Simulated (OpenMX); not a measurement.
# Bi: single point with PBE

Crystal: Bi.

```
CELL_PARAMETERS angstrom
-2.05109 1.93226 1.96372
2.00913 -1.95414 1.94364
2.06996 1.97301 -1.98560
ATOMIC_POSITIONS crystal
Bi 0.98622 0.98269 0.98033
```

The cell isn't the ideal one: cell strained at random at fixed volume.

```yaml
Program: OpenMX 3.8.5
Task: single point
Functional: PBE
Potentials_or_basis: OpenMX 2013 PBE set, Bi8.0-s3p2d2f1, grid cutoff 100 Ry
k_mesh: 9 × 9 × 9
Occupations: fermi-dirac, width 0.05 eV
Spin: no spin polarisation
Mixing_scheme: rmm-diisk
SCF_threshold: 1e-08 Ha
Solver: band
Max_SCF_cycles: 100
```

| Item | Value |
| --- | --- |
| Pressure | 3.8 GPa |
| Band gap on the k mesh | none (metal or under the smearing width) |

Levels at points of the mesh, in eV from the Fermi level:
```csv
k point,band 5,band 6,band 7,band 8,band 9,band 10,band 11,band 12
"(0.00, 0.00, 0.00)",-22.68,-13.49,4.75,5.08,5.14,9.19,10.74,11.19
```

It took 25 s on 1 thread of Arm Neoverse V2 (shared host), peak memory 0.29 GiB.

Caveat: the real-space grid is coarse for these elements, which adds noise of up to some 20 meV/atom to energies and shifts forces, pressures and volumes; the real-space grid is too coarse here: the forces don't sum to zero and aren't listed, and the energy moves when atoms move against the grid; spin-orbit coupling is left out, which moves the levels of the heavy elements; the basis of atomic orbitals isn't converged, which shifts pressures, moduli and gaps.
